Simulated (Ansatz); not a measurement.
**BaTiO3 (Amm2): equation of state with a fit, by script**

Wanted for BaTiO3 (Amm2): an equation of state with a fit.

All numbers are computed with the Python package of Ansatz 0.2.0. Level of theory: DFT PBEsol, plane waves, PAW.

### Step 1. The structure

It takes space group Amm2 (No. 38, orthorhombic). Conventional cell: a = 3.986 Å, b = 5.674 Å, c = 5.690 Å, α = 90.00°, β = 90.00°, γ = 90.00°. Around Ba (site symmetry mm2) lie 12 O at 2.77 to 2.92 Å. Ti (site symmetry mm2) is surrounded by 6 O at 1.93 to 2.09 Å. Around O (site symmetry mm2) lie 2 Ti at 2.00 Å and 4 Ba at 2.77 to 2.92 Å. O (site symmetry m) has 2 Ti at 1.93 to 2.09 Å and 4 Ba at 2.81 to 2.84 Å in its first shell of neighbours.

The script holds or builds the structure itself.

### Step 2. The code

The input, eos_batio3.py:

```python
import logging
import sys

import ansatz as az
import numpy as np
from pymatgen.analysis.eos import EOS

logging.basicConfig(stream=sys.stdout, format="[%(levelname)s] %(message)s")
log = logging.getLogger("ansatz_job")
log.setLevel(logging.INFO)

VECTORS = np.array([
    [3.9855, 0.0, 0.0],
    [0.0, 2.8369, 2.84515],
    [0.0, -2.8369, 2.84515],
])
SITES = [
    ("Ba", (0.0, 0.0, 0.0)),
    ("Ti", (0.5, 0.5124, 0.5124)),
    ("O", (0.0, 0.4874, 0.4874)),
    ("O", (0.5, 0.50524, 0.99184)),
    ("O", (0.5, 0.99184, 0.50524)),
]


def make_crystal(cell):
    crystal = az.Crystal(lattice=az.Lattice.of(cell))
    for symbol, position in SITES:
        crystal = crystal.atom(symbol, position)
    return crystal

volumes, energies, pressures = [], [], []
for scale in np.linspace(0.94, 1.06, 7):
    cell = VECTORS * scale ** (1 / 3)
    calculation = (
        make_crystal(cell).calculation()
        .functional("pbesol")
        .basis(510)
        .occupations("fixed")
        .scf(tolerance=1e-10)
        .kpoints(6, 6, 6)
        .stress()
    )
    rep = calculation.run(threads=1).report
    volumes.append(abs(np.linalg.det(cell)) / len(SITES))
    energies.append(rep["free_energy_ev"] / len(SITES))
    pressures.append(np.trace(rep["stress_gpa"]) / 3)
    log.info(f"V = {volumes[-1]:8.4f} A^3/atom  F = {energies[-1]:.5f} eV/atom  P = {pressures[-1]:8.3f} GPa")

for form in ["vinet", "pourier_tarantola", "birch_murnaghan"]:
    fit = EOS(eos_name=form).fit(volumes, energies)
    log.info(f"{form:18s} V0 {fit.v0:8.4f} A^3/atom  B0 {fit.b0_GPa:7.1f} GPa  B1 {fit.b1:5.2f}")
```

### Step 3. The calls as engine input

The engine receives this input (first run):

```yaml
crystal:
  lattice:
    - [3.9041404362858705, 0.0, 0.0]
    - [0.0, 2.7789878318151766, 2.78706941721208]
    - [0.0, -2.7789878318151766, 2.78706941721208]
  atoms:
    - { symbol: Ba, position: [0.0, 0.0, 0.0] }
    - { symbol: Ti, position: [0.5, 0.5124, 0.5124] }
    - { symbol: O, position: [0.0, 0.4874, 0.4874] }
    - { symbol: O, position: [0.5, 0.50524, 0.99184] }
    - { symbol: O, position: [0.5, 0.99184, 0.50524] }
basis:
  ecutwfc: 510.0
kpoints:
  mp_grid:
    grid: [6, 6, 6]
hamiltonian:
  xc: pbesol
scf:
  convergence:
    dr2_threshold: 1.0e-10
  occupations:
    method: fixed
output:
  stress: true
```

### Step 4. The run

Run with:

```sh
$ python eos_batio3.py
```

**Question.** Estimate the equilibrium volume and the bulk modulus.

**Answer**, as computed:

```
                      quantity           value
                 runs compared               7
               range of energy  43.34 meV/atom
lowest point, volume (Å³/atom)          12.610
      equilibrium volume (fit)   12.57 Å³/atom
            bulk modulus (fit)         178 GPa
```

What this shows: A third-order Birch-Murnaghan fit through the 7 points has its minimum at 12.57 Å³ an atom, 2.3 % below the typed cell, with a bulk modulus of 178 GPa and dB/dP = 4.5. From that minimum the energy rises by 10.8 meV an atom on the compressed side and 43.4 meV on the expanded side. What to keep in mind:
- Spin is left out of this run.
- Shape and fractional positions are held along the curve, so the bulk modulus is an upper value where they are free to relax.
- Pressure is positive in compression.
